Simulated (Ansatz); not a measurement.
Li2S (started from an entry of an open crystallographic database), relaxed with r2SCAN, was run in Ansatz under altered settings. All numbers are computed, without spin polarisation but where a row says otherwise.

```
Li S
1.0
     0.00000    2.84529    2.84529
     2.84529    0.00000    2.84529
     2.84529    2.84529    0.00000
Li S
2 1
Direct
  0.25000 0.25000 0.25000
  0.75000 0.75000 0.75000
  0.00000 0.00000 0.00000
```

The base run's other keys:
```yaml
kpoints:
  mp_grid: { grid: [4, 4, 4] }
hamiltonian:
  xc: hse06
scf:
  occupations: { method: fixed }
  n_extra_bands: 4
```

It takes 10 iterations with 893 plane waves at 420 eV and 8 k points, and leaves a mean stress of -0.35 GPa. The gap over this mesh is 4.336 eV. It ran on 4 threads of Arm Neoverse N1, with other jobs on the host.

Outcomes, with energy and stress as changes against the base:
```csv
setting,outcome,ΔF (meV/atom),Δ mean stress (GPa),gap on the mesh (eV),iterations,wall time
"PBE hybrid, exx coeff 0.35, omega 0.5 1/Å",converged,–,0.0,4.036,11,5.6 s
"PBE hybrid, exx coeff 0.75, unscreened",converged,–,-1.4,8.446,13,6.1 s
"PBE hybrid, exx coeff 0.5, omega 0.5 1/Å",converged,–,-0.3,4.321,11,5.9 s
"PBE hybrid, exx coeff 0.05, omega 0.2078 1/Å",converged,–,+0.6,3.572,9,5.3 s
scf.mixing.ndim: 2,converged,0.0,0.0,4.336,11,5.9 s
```
A dash marks a value that wasn't obtained or can't be compared. Stress is positive in compression. The base took 5.7 s.

- PBE hybrid, exx coeff 0.35, omega 0.5 1/Å. That is 35 % exact exchange, screened with ω = 0.5 1/Å, against HSE06's 25 % screened at 0.208 1/Å. The mean stress moves by 0.0 GPa and the gap on the mesh by -0.300 eV (to 4.036). Totals of different functionals aren't comparable.
- PBE hybrid, exx coeff 0.75, unscreened. That is 75 % exact exchange, at all ranges, against HSE06's 25 % screened at 0.208 1/Å. The mean stress moves by -1.4 GPa and the gap on the mesh by +4.110 eV (to 8.446). Totals of different functionals aren't comparable.
- PBE hybrid, exx coeff 0.5, omega 0.5 1/Å. That is 50 % exact exchange, screened with ω = 0.5 1/Å, against HSE06's 25 % screened at 0.208 1/Å. The mean stress moves by -0.3 GPa and the gap on the mesh by -0.015 eV (to 4.321). Totals of different functionals aren't comparable.
- PBE hybrid, exx coeff 0.05, omega 0.2078 1/Å. That is 5 % exact exchange, screened with ω = 0.2078 1/Å, against HSE06's 25 % screened at 0.208 1/Å. The mean stress moves by +0.6 GPa and the gap on the mesh by -0.765 eV (to 3.572). Totals of different functionals aren't comparable.

Within 1 meV an atom, 0.1 GPa and 0.005 eV of the base stay: scf.mixing.ndim: 2.

The stress of a hybrid is loosely converged in these runs.

The meshes of the hybrids are coarse, so their gaps aren't converged to the digits shown.
